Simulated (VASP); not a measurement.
# Mo (I4/mmm) in VASP: further runs

The runs below take Mo through single point, with PBEsol.

Everything below comes from runs of VASP 6.6.1. Logs are shortened: lines on timing, memory, paths and dates and some standing lists are left out, and cuts for length are marked.

### Step 1. The cell of the first run

It takes space group I4/mmm (No. 139, tetragonal). Conventional cell: a = 3.142 Å, b = 3.142 Å, c = 3.048 Å, α = 90.00°, β = 90.00°, γ = 90.00°. Mo (site symmetry 4/mmm) is surrounded by 10 Mo at 2.69 to 3.05 Å.

### Step 2. Single point, PBEsol (strain -0.0300 x Voigt [1, 0, 0, 0, 0, 0], atoms carried along)

The input, INCAR:

```
SYSTEM = Mo
PREC = Accurate
ENCUT = 520
EDIFF = 1E-6
ISMEAR = 0
SIGMA = 0.15
LREAL = .FALSE.
LASPH = .TRUE.
NELM = 60
ALGO = Fast
ISIF = 2
LWAVE = .FALSE.
LCHARG = .FALSE.
GGA = PS
NBANDS = 13
```

The input, KPOINTS:

```
Automatic mesh
0
G
  22 22 22
  0 0 0
```

The input, POSCAR:

```
Mo
1.0
   -1.5238700000      1.5710000000      1.5710000000
    1.5238700000     -1.5710000000      1.5710000000
    1.5238700000      1.5710000000     -1.5710000000
Mo
1
Direct
    0.0000000000      0.0000000000      0.0000000000
```

Potentials or basis: VASP PAW PBE potentials, release 64 (Mo_sv).

Run with:

```bash
> cat potpaw_PBE.64/Mo_sv/POTCAR > POTCAR
> mpirun -np 1 vasp_std > vasp.out
```

OUTCAR:

```text
SYSTEM = Mo
   PREC = Accurate
   ENCUT = 520
   EDIFF = 1E-6
   ISMEAR = 0
   LREAL = .FALSE.
   LASPH = .TRUE.
   NELM = 60
   ISIF = 2
   GGA = PS

 ion  position               nearest neighbor table
   1  0.000  0.000  0.000-

  LATTYP: Found a body centered tetragonal cell.
 ALAT       =     3.1420000000
 C/A-ratio  =     0.9700000000

  Lattice vectors:

 A1 = (  -1.5238700000,   1.5710000000,  -1.5710000000)
 A2 = (  -1.5238700000,  -1.5710000000,   1.5710000000)
 A3 = (   1.5238700000,   1.5710000000,   1.5710000000)

Analysis of symmetry for initial positions (statically):
=====================================================================
 Subroutine PRICEL returns:
 Original cell was already a primitive cell.

 Routine SETGRP: Setting up the symmetry group for a
 body centered tetragonal supercell.

 Subroutine GETGRP returns: Found 16 space group operations
 (whereof 16 operations were pure point group operations)
 out of a pool of 16 trial point group operations.

The static configuration has the point symmetry D_4h.

Analysis of symmetry for dynamics (positions and initial velocities):
=====================================================================
 Subroutine PRICEL returns:
 Original cell was already a primitive cell.

 Routine SETGRP: Setting up the symmetry group for a
 body centered tetragonal supercell.

 Subroutine GETGRP returns: Found 16 space group operations
 (whereof 16 operations were pure point group operations)
 out of a pool of 16 trial point group operations.

The dynamic configuration has the point symmetry D_4h.

 Subroutine INISYM returns: Found 16 space group operations
 (whereof 16 operations are pure point group operations),
 and found     1 'primitive' translations

----------------------------------------------------------------------------------------

                                     Primitive cell

  volume of cell :      15.0439

  direct lattice vectors                    reciprocal lattice vectors
    -1.523870000  1.571000000  1.571000000     0.000000000  0.318268619  0.318268619
     1.523870000 -1.571000000  1.571000000     0.328111978  0.000000000  0.318268619
     1.523870000  1.571000000 -1.571000000     0.328111978  0.318268619  0.000000000

  length of vectors
     2.694116140  2.694116140  2.694116140     0.450099797  0.457113097  0.457113097

  position of ions in fractional coordinates (direct lattice)
     0.000000000  0.000000000  0.000000000

  ion indices of the primitive-cell ions
   primitive index   ion index
                 1           1

----------------------------------------------------------------------------------------

 KPOINTS: Automatic mesh

Automatic generation of k-mesh.
 Grid dimensions read from file:
 generate k-points for:   22   22   22

 Generating k-lattice:

  Cartesian coordinates                     Fractional coordinates (reciprocal lattice)
     0.000000000  0.014466755  0.014466755     0.045454545  0.000000000  0.000000000
     0.014914181  0.000000000  0.014466755     0.000000000  0.045454545  0.000000000
     0.014914181  0.014466755  0.000000000     0.000000000  0.000000000  0.045454545

  Length of vectors
     0.020459082  0.020777868  0.020777868

  Shift w.r.t. Gamma in fractional coordinates (k-lattice)
     0.000000000  0.000000000  0.000000000

 Subroutine IBZKPT returns following result:
 ===========================================

 Found    834 irreducible k-points:

 Following reciprocal coordinates:
            Coordinates               Weight
  0.000000  0.000000  0.000000      1.000000
  0.045455  0.000000  0.000000      4.000000
  0.090909  0.000000  0.000000      4.000000
  0.136364  0.000000  0.000000      4.000000
  0.181818  0.000000  0.000000      4.000000
  0.227273  0.000000  0.000000      4.000000
[... 16 lines left out ...]
  0.454545  0.045455  0.000000     16.000000
 -0.000000  0.090909  0.000000      8.000000
 [... further k-points ...]
   k-points           NKPTS =    834   k-points in BZ     NKDIM =    834   number of bands    NBANDS=     13
   number of dos      NEDOS =    301   number of ions     NIONS =      1
   total plane-waves  NPLWV =   8000
   dimension x,y,z NGX =    20 NGY =   20 NGZ =   20
   dimension x,y,z NGXF=    40 NGYF=   40 NGZF=   40
   ions per type =               1
   NGX,Y,Z   is equivalent  to a cutoff of  12.34, 12.34, 12.34 a.u.
   NGXF,Y,Z  is equivalent  to a cutoff of  24.68, 24.68, 24.68 a.u.
 SYSTEM =  Mo
   PREC   = accura    normal or accurate (medium, high low for compatibility)
   ISTART =      0    job   : 0-new  1-cont  2-samecut
   ICHARG =      2    charge: 1-file 2-atom 10-const
   ISPIN  =      1    spin polarized calculation?
   LNONCOLLINEAR =      F non collinear calculations
   LSORBIT =      F    spin-orbit coupling
   LASPH  =      T    aspherical Exc in radial PAW
   ENCUT  =  520.0 eV  38.22 Ry    6.18 a.u.   5.01  5.01  5.01*2*pi/ulx,y,z
   NELM   =     60;   NELMIN=  2; NELMDL= -5     # of ELM steps
   EDIFF  = 0.1E-05   stopping-criterion for ELM
   LREAL  =      F    real-space projection
   EDIFFG = 0.1E-04   stopping-criterion for IOM
   NSW    =      0    number of steps for IOM
   IBRION =     -1    ionic relax: 0-MD 1-quasi-New 2-CG
   NFREE  =      0    steps in history (QN), initial steepest desc. (CG)
   ISIF   =      2    stress and relaxation
   ISYM   =      2    0-nonsym 1-usesym 2-fastsym
   POTIM  = 0.5000    time-step for ionic-motion
   TEBEG  =    0.0;   TEEND  =   0.0 temperature during run
   PSTRESS=    0.0 pullay stress
   NELECT =      14.0000    total number of electrons
   NUPDOWN=      -1.0000    fix difference up-down
   EMIN   =  10.00;   EMAX   =-10.00  energy-range for DOS
   EFERMI =   0.00;   METHOD = LEGACY
   ISMEAR =     0;   SIGMA  =   0.15  broadening in eV -4-tet -1-fermi 0-gaus
   EFERMI_NEDOS =   21; number of points for ismear=-14 and -15
   IALGO  =     68    algorithm
   IMIX   =      4    mixing-type and parameters
     AMIX     =   0.40;   BMIX     =  1.00
     AMIX_MAG =   1.60;   BMIX_MAG =  1.00
  volume/ion in A,a.u.               =      15.04       101.52
  Fermi-wavevector in a.u.,A,eV,Ry     =   1.598321  3.020389 34.757864  2.554631
  Thomas-Fermi vector in A             =   2.695789
   LORBIT       =      0    0 simple, 1 ext, 2 COOP (PROOUT), +10 PAW based schemes
   GGA     = PS    functional components
   LHFCALC =     F    Hartree Fock is set to
   AEXX    =    0.0000 exact exchange contribution
   IVDW    =     0    specifies the selected vdW correction
   LEPSILON=     F    determine dielectric tensor
   LRPA    =     F    only Hartree local field effects (RPA)
 non-spin polarized calculation
 RMM-DIIS sequential band-by-band and
 Gauss-broadening in eV      SIGMA  =   0.15
  energy-cutoff  :      520.00
  volume of cell :       15.04
 maximum number of plane-waves:       418
   NGX =  9   NGY =  9   NGZ =  9

 number of electron      13.9999997 magnetization

 Free energy of the ion-electron system (eV)
  ---------------------------------------------------
  ext. energy  EPLUGINS =         0.00000000
  ---------------------------------------------------
  free energy    TOTEN  =       -11.76506199 eV

  energy without entropy =      -11.75805138  energy(sigma->0) =      -11.76155669

 E-fermi :  13.0852     XC(G=0): -13.7457

 val. band max:       13.0820561384   @ k =   0.2273  -0.0909   0.0909
 cond. band min:      13.0856024593   @ k =   0.3636  -0.2727   0.2727
 fundamental gap:      0.0035463209
 Fermi energy:        13.0851681268

 k-point     1 :       0.0000    0.0000    0.0000
  band No.  band energies     occupation
      1     -48.1065      2.00000
      2     -21.3039      2.00000
      3     -21.3039      2.00000
      4     -21.2894      2.00000
      5       5.6833      2.00000
      6      11.4087      2.00000
      7      11.7847      2.00000
      8      11.7847      2.00000
      9      14.5543      0.00000
     10      15.0444      0.00000
     11      27.7618      0.00000
     12      27.7618      0.00000
     13      28.3729      0.00000

 k-point     2 :       0.0455    0.0000    0.0000
  band No.  band energies     occupation
      1     -48.1005      2.00000
      2     -21.3387      2.00000
      3     -21.3037      2.00000
      4     -21.2995      2.00000
      5       5.7779      2.00000
      6      11.4063      2.00000
      7      11.7330      2.00000
      8      11.8736      2.00000
      9      14.4701      0.00000
     10      15.0385      0.00000
     11      27.8378      0.00000
     12      27.9657      0.00000
     13      28.5295      0.00000

 k-point     3 :       0.0909    0.0000    0.0000
  band No.  band energies     occupation
      1     -48.0829      2.00000
      2     -21.4398      2.00000
      3     -21.3287      2.00000
      4     -21.3031      2.00000
      5       6.0520      2.00000
      6      11.3909      2.00000
      7      11.5859      2.00000
      8      12.1382      2.00000
      9      14.2624      0.00000
     10      15.0243      0.00000
     11      28.0379      0.00000
     12      28.5130      0.00000
     13      28.9907      0.00000
[... 305 lines left out ...]
 k-point    23 :       0.4545    0.0455    0.0000
  band No.  band energies     occupation
      1     -47.8013      2.00000
      2     -22.8819      2.00000
      3     -21.7749      2.00000
      4     -21.3086      2.00000
      5       7.6172      2.00000
      6       9.7874      2.00000
      7      14.1691      0.00000
      8      14.5622      0.00000
      9      15.6266      0.00000
     10      18.2165      0.00000
     11      25.1098      0.00000
     12      25.3593      0.00000
     13      31.2423      0.00000

 k-point    24 :      -0.0000    0.0909    0.0000
  band No.  band energies     occupation
      1     -48.0821      2.00000
      2     -21.4324      2.00000
      3     -21.3463      2.00000
      4     -21.2990      2.00000
      5       6.0644      2.00000
      6      11.3280      2.00000
      7      11.7253      2.00000
      8      12.0049      2.00000
      9      14.4720      0.00000
     10      14.8508      0.00000
     11      28.2356      0.00000
     12      28.4178      0.00000
     13      28.9203      0.00000

 [... further k-points ...]

------------------------ aborting loop because EDIFF is reached ----------------------------------------

  FORCE on cell =-STRESS in cart. coord.  units (eV):
  Direction    XX          YY          ZZ          XY          YZ          ZX
  --------------------------------------------------------------------------------------
  -------------------------------------------------------------------------------------
  Total        1.2166853      0.2548196      0.2548196      0.0000000      0.0000000      0.0000000
  in kB      129.5771895     27.1383314     27.1383314      0.0000000      0.0000000      0.0000000
  external PRESSURE =      61.2846174 kB  Pullay stress =       0.0000000 kB

 VOLUME and BASIS-vectors are now :
 -----------------------------------------------------------------------------
  energy-cutoff  :      520.00
  volume of cell :       15.04
      direct lattice vectors                 reciprocal lattice vectors
    -1.523870000  1.571000000  1.571000000     0.000000000  0.318268619  0.318268619
     1.523870000 -1.571000000  1.571000000     0.328111978  0.000000000  0.318268619
     1.523870000  1.571000000 -1.571000000     0.328111978  0.318268619  0.000000000

 POSITION                                       TOTAL-FORCE (eV/Angst)
 -----------------------------------------------------------------------------------
      0.00000      0.00000      0.00000         0.000000      0.000000      0.000000
 -----------------------------------------------------------------------------------
    total drift:                               -0.000000     -0.000000      0.000000

  FREE ENERGIE OF THE ION-ELECTRON SYSTEM (eV)
  ---------------------------------------------------
  free  energy   TOTEN  =       -11.7650619904 eV

  energy  without entropy=      -11.7580513820  energy(sigma->0) =      -11.76155669
```

Wall time 66 s (1 thread of AMD EPYC 9R45 (Zen 5), shared host); peak memory 0.22 GiB.

What came out:

| Quantity | Value |
| --- | --- |
| Free energy | -11.7651 eV |
| Pressure | 6.1 GPa |
| Band gap on the k mesh | none (metal or under the smearing width) |

Stress tensor (GPa, compression positive):
```
12.96  0.00  0.00
 0.00  2.71  0.00
 0.00  0.00  2.71
```

Levels at points of the mesh, in eV from the Fermi level:
```tsv
k point	band 5	band 6	band 7	band 8	band 9	band 10
(0.00, 0.00, 0.00)	-7.40	-1.68	-1.30	-1.30	1.47	1.96
(0.50, 0.00, 0.00)	-5.55	-3.32	1.46	1.60	2.29	5.01
(0.00, 0.50, 0.00)	-5.60	-3.72	1.85	1.86	2.62	5.08
(0.50, 0.50, 0.50)	-5.81	-5.72	4.21	4.21	4.32	9.07
```

Caveat: the PAW data sets were made with another functional, which shifts forces and pressure a little.

### Step 3. Single point, PBEsol (strain -0.0450 x Voigt [1, 0, 0, 0, 0, 0], atoms carried along)

The input, INCAR:

```
SYSTEM = Mo
  PREC = Accurate
  ENCUT = 520
  EDIFF = 1E-7
  ISMEAR = 0
  SIGMA = 0.15
  LREAL = .False.
  LASPH = .True.
  NELM = 60
  ALGO = Fast
  ISIF = 2
  LWAVE = .False.
  LCHARG = .False.
  GGA = PS
  NBANDS = 13
```

The input, KPOINTS:

```
regular mesh
0
Gamma
  22 22 22
  0 0 0
```

The input, POSCAR:

```
Mo
1.0
   -1.5003050000      1.5710000000      1.5710000000
    1.5003050000     -1.5710000000      1.5710000000
    1.5003050000      1.5710000000     -1.5710000000
Mo
1
Direct
    0.0000000000      0.0000000000      0.0000000000
```

Potentials or basis: VASP PAW PBE potentials, release 64 (Mo_sv).

Run with:

```bash
> cat potpaw_PBE.64/Mo_sv/POTCAR > POTCAR
> mpirun -np 1 vasp_std > vasp.out
```

Run time: 71 s. Hardware: 1 thread of AMD EPYC 9R45 (Zen 5), shared host; peak memory 0.22 GiB.

The run converged. Its results:

```yaml
Free_energy: -11.7397 eV
Pressure: 11.2 GPa
Band_gap_on_the_k_mesh: none (metal or under the smearing width)
```

Stress tensor (GPa, compression positive):
```
21.95  0.00  0.00
 0.00  5.87  0.00
 0.00  0.00  5.87
```

Levels at points of the mesh, in eV from the Fermi level:
| k point | band 5 | band 6 | band 7 | band 8 | band 9 | band 10 |
| --- | --- | --- | --- | --- | --- | --- |
| (0.00, 0.00, 0.00) | -7.46 | -1.84 | -1.26 | -1.26 | 1.34 | 2.10 |
| (0.50, 0.00, 0.00) | -5.63 | -3.25 | 1.31 | 1.57 | 2.25 | 5.09 |
| (0.00, 0.50, 0.00) | -5.71 | -3.87 | 1.87 | 1.97 | 2.81 | 5.19 |
| (0.50, 0.50, 0.50) | -5.96 | -5.83 | 4.28 | 4.28 | 4.46 | 9.05 |

Caveat: the PAW data sets were made with another functional, which shifts forces and pressure a little.

### Step 4. Single point, PBEsol (strain +0.0300 x Voigt [1, 0, 0, 0, 0, 0], atoms carried along)

The input, INCAR:

```
SYSTEM = Mo
PREC = Accurate
ENCUT = 520
EDIFF = 1E-6
ISMEAR = 0
SIGMA = 0.15
LREAL = .False.
LASPH = .True.
NELM = 100
ALGO = Fast
ISIF = 2
LWAVE = .False.
LCHARG = .False.
GGA = PS
NBANDS = 13
```

KPOINTS is that of step 3.

The input, POSCAR:

```
Mo
1.0
   -1.6181300000      1.5710000000      1.5710000000
    1.6181300000     -1.5710000000      1.5710000000
    1.6181300000      1.5710000000     -1.5710000000
Mo
1
Direct
    0.0000000000      0.0000000000      0.0000000000
```

Potentials or basis: VASP PAW PBE potentials, release 64 (Mo_sv).

Run with:

```bash
> cat potpaw_PBE.64/Mo_sv/POTCAR > POTCAR
> mpirun -np 1 vasp_std > vasp.out
```

OUTCAR:

```text
SYSTEM = Mo
   PREC = Accurate
   ENCUT = 520
   EDIFF = 1E-6
   ISMEAR = 0
   LREAL = .False.
   LASPH = .True.
   NELM = 100
   ISIF = 2
   GGA = PS

 ion  position               nearest neighbor table
   1  0.000  0.000  0.000-

  LATTYP: Found a body centered tetragonal cell.
 ALAT       =     3.1420000000
 C/A-ratio  =     1.0300000000

  Lattice vectors:

 A1 = (  -1.6181300000,   1.5710000000,  -1.5710000000)
 A2 = (  -1.6181300000,  -1.5710000000,   1.5710000000)
 A3 = (   1.6181300000,   1.5710000000,   1.5710000000)

[... 564 lines left out ...]

 [... further k-points ...]

------------------------ aborting loop because EDIFF is reached ----------------------------------------

  FORCE on cell =-STRESS in cart. coord.  units (eV):
  Direction    XX          YY          ZZ          XY          YZ          ZX
  --------------------------------------------------------------------------------------
  -------------------------------------------------------------------------------------
  Total       -1.5504198     -0.7190583     -0.7190583      0.0000000      0.0000000      0.0000000
  in kB     -155.5013310    -72.1188682    -72.1188682      0.0000000      0.0000000      0.0000000
  external PRESSURE =     -99.9130224 kB  Pullay stress =       0.0000000 kB

 VOLUME and BASIS-vectors are now :
 -----------------------------------------------------------------------------
  energy-cutoff  :      520.00
  volume of cell :       15.97
      direct lattice vectors                 reciprocal lattice vectors
    -1.618130000  1.571000000  1.571000000     0.000000000  0.318268619  0.318268619
     1.618130000 -1.571000000  1.571000000     0.308998659  0.000000000  0.318268619
     1.618130000  1.571000000 -1.571000000     0.308998659  0.318268619  0.000000000

 POSITION                                       TOTAL-FORCE (eV/Angst)
 -----------------------------------------------------------------------------------
      0.00000      0.00000      0.00000         0.000000      0.000000     -0.000000
 -----------------------------------------------------------------------------------
    total drift:                               -0.000000     -0.000000      0.000000

  FREE ENERGIE OF THE ION-ELECTRON SYSTEM (eV)
  ---------------------------------------------------
  free  energy   TOTEN  =       -11.7523753360 eV

  energy  without entropy=      -11.7449176237  energy(sigma->0) =      -11.74864648
```

OSZICAR:

```text
N       E                     dE             d eps       ncg     rms          rms(c)
DAV:   1     0.907572092108E+02    0.90757E+02   -0.80282E+03 21923   0.110E+03
DAV:   2    -0.113956133672E+02   -0.10215E+03   -0.98356E+02 24824   0.309E+02
DAV:   3    -0.125435438014E+02   -0.11479E+01   -0.11448E+01 24394   0.327E+01
DAV:   4    -0.125461515771E+02   -0.26078E-02   -0.26077E-02 24209   0.189E+00
DAV:   5    -0.125461685326E+02   -0.16956E-04   -0.16956E-04 24759   0.135E-01    0.151E+01
RMM:   6    -0.118506671628E+02    0.69550E+00   -0.81384E-01 21755   0.826E+00    0.413E+00
RMM:   7    -0.117572852275E+02    0.93382E-01   -0.22013E-01 22269   0.418E+00    0.122E+00
RMM:   8    -0.117526778857E+02    0.46073E-02   -0.11700E-02 24121   0.120E+00    0.151E-01
RMM:   9    -0.117523859106E+02    0.29198E-03   -0.11973E-03 24385   0.348E-01    0.439E-02
RMM:  10    -0.117523752874E+02    0.10623E-04   -0.20169E-04 24893   0.149E-01    0.281E-02
RMM:  11    -0.117523753894E+02   -0.10194E-06   -0.16115E-05 24583   0.489E-02    0.198E-03
RMM:  12    -0.117523753360E+02    0.53375E-07   -0.38093E-06 18714   0.204E-02
   1 F= -.11752375E+02 E0= -.11748646E+02  d E =-.745771E-02
```

Wall time 65 s (1 thread of AMD EPYC 9R45 (Zen 5), shared host); peak memory 0.23 GiB.

Results:

* Free energy: -11.7524 eV
* Pressure: -10.0 GPa
* Band gap on the k mesh: none (metal or under the smearing width)

Caveat: the PAW data sets were made with another functional, which shifts forces and pressure a little.

### Step 5. The runs side by side

| cell | further INCAR settings | gap on the mesh (eV) | pressure (GPa) |
| --- | --- | --- | --- |
| strain -0.0300 x Voigt [1, 0, 0, 0, 0, 0], atoms carried along | ALGO = Fast; EDIFF = 1e-06; NBANDS = 13 | none | 6.1 |
| strain -0.0450 x Voigt [1, 0, 0, 0, 0, 0], atoms carried along | ALGO = Fast; EDIFF = 1e-07; NBANDS = 13 | none | 11.2 |
| strain +0.0300 x Voigt [1, 0, 0, 0, 0, 0], atoms carried along | ALGO = Fast; EDIFF = 1e-06; NBANDS = 13 | none | -10.0 |

Alike in all rows: task single point; level PBEsol; potentials or basis VASP PAW PBE potentials, release 64 (Mo_sv); no spin polarisation; k mesh 22 × 22 × 22; cutoff (eV) 520; smearing gaussian 0.15 eV.

Caveats: the PAW data sets were made with another functional, which shifts forces and pressure a little.

Absolute energies hang on the potentials; compare differences alone.
